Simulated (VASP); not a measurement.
## VASP 6.6.1 run: LiH

INCAR

```
IBRION = 2
NSW = 40
LWAVE = .FALSE.
EDIFFG = -5E-3
LCHARG = .FALSE.
ISMEAR = -1
NBANDS = 9
SIGMA = 0.02
NELM = 70
GGA = CA
EDIFF = 1E-7
LREAL = .FALSE.
PREC = Accurate
LASPH = .TRUE.
ENCUT = 600
ISIF = 3
```

KPOINTS

```
KPOINTS created by Atomic Simulation Environment
0
Gamma
5 5 5
0 0 0
```

POSCAR

```
Li H
 1.0000000000000000
    -0.0000000000000000    2.1433374631220659    2.1433374631220659
     2.1433374631220659    0.0000000000000000    2.1433374631220659
     2.1433374631220659    2.1433374631220659    0.0000000000000000
 Li  H
   1   1
Cartesian
 -0.0000000000000000  0.0000000000000000 -0.0000000000000000
  1.0716687315610327  1.0716687315610327  1.0716687315610327
```

The recommended LDA PAW datasets give the neutral cell 4 valence electrons.

Command

```
mpirun -np 1 vasp_std
```

**Question.** How does this run end, and what does it give?

**Answer.** It converged. Results: relaxed cell vector lengths 2.949, 2.949, 2.949 Å; relaxed cell volume 18.13 Å³.

OSZICAR

```
N       E                     dE             d eps       ncg     rms          rms(c)
DAV:   1    -0.217031273804E+01   -0.21703E+01   -0.11988E+03   180   0.407E+02
DAV:   2    -0.659227473444E+01   -0.44220E+01   -0.44043E+01   247   0.539E+01
DAV:   3    -0.670195053092E+01   -0.10968E+00   -0.10956E+00   219   0.662E+00
DAV:   4    -0.670329389127E+01   -0.13434E-02   -0.13431E-02   258   0.673E-01
DAV:   5    -0.670330561484E+01   -0.11724E-04   -0.11724E-04   217   0.475E-02    0.322E+00
DAV:   6    -0.642215983198E+01    0.28115E+00   -0.28267E-01   187   0.139E+00    0.154E+00
DAV:   7    -0.633719669326E+01    0.84963E-01   -0.29242E-01   191   0.151E+00    0.257E-01
DAV:   8    -0.633907933593E+01   -0.18826E-02   -0.58853E-03   190   0.443E-01    0.456E-02
DAV:   9    -0.633903737801E+01    0.41958E-04   -0.19049E-04   239   0.640E-02    0.825E-03
DAV:  10    -0.633903695334E+01    0.42467E-06   -0.74177E-06   201   0.149E-02    0.445E-03
...
DAV:   6    -0.634995809985E+01   -0.99034E-07   -0.33596E-07   273   0.464E-03
   3 F= -.63499581E+01 E0= -.63499581E+01  d E =-.109212E-01
       N       E                     dE             d eps       ncg     rms          rms(c)
DAV:   1    -0.635075076499E+01   -0.79276E-03   -0.16253E-02   220   0.859E-01    0.247E-01
DAV:   2    -0.635039669462E+01    0.35407E-03   -0.25925E-04   225   0.132E-01    0.143E-01
DAV:   3    -0.635022618610E+01    0.17051E-03   -0.33471E-04   272   0.770E-02    0.847E-03
DAV:   4    -0.635022589526E+01    0.29084E-06   -0.37147E-06   186   0.197E-02    0.216E-03
DAV:   5    -0.635022600611E+01   -0.11085E-06   -0.10412E-06   221   0.598E-03    0.329E-04
DAV:   6    -0.635022600686E+01   -0.75389E-09   -0.23709E-08    94   0.132E-03
   4 F= -.63502260E+01 E0= -.63502260E+01  d E =-.111891E-01
```

Standard output (part)

```
POSCAR found type information on POSCAR LiH
 POSCAR found :  2 types and       2 ions
 LDA part: xc-table for (Slater(with rela. corr.)+CA(PZ))
 , standard interpolation
 POSCAR, INCAR and KPOINTS ok, starting setup
 WAVECAR not read
 entering main loop
 curvature:   0.00 expect dE= 0.000E+00 dE for cont linesearch  0.000E+00
 search vector abs. value=  0.515E-02
 bond charge predicted
 trial-energy change:   -0.004579  1 .order   -0.004561   -0.005148   -0.003975
 bond charge predicted
 curvature:  -2.07 expect dE=-0.254E-03 dE for cont linesearch -0.254E-03
 ZBRENT: extrapolating
 opt :   4.2256  next Energy=    -6.350215 (dE=-0.112E-01)
 bond charge predicted
 curvature:  -2.09 expect dE=-0.146E-06 dE for cont linesearch -0.146E-06
 search vector abs. value=  0.700E-07
 reached required accuracy - stopping structural energy minimisation
```

```csv
ionic step,ΔE (meV/atom),volume (Å³),largest force (eV/Å),pressure (GPa),electronic steps
1,0.0,19.69,0.000,-2.17,11
2,-2.3,19.31,0.000,-1.71,6
3,-5.5,18.36,0.000,-0.36,6
4,-5.6,18.13,0.000,0.01,6
```

For comparison, a separate LDA relaxation on usual settings, not on those above, ends at 18.13 Å³.
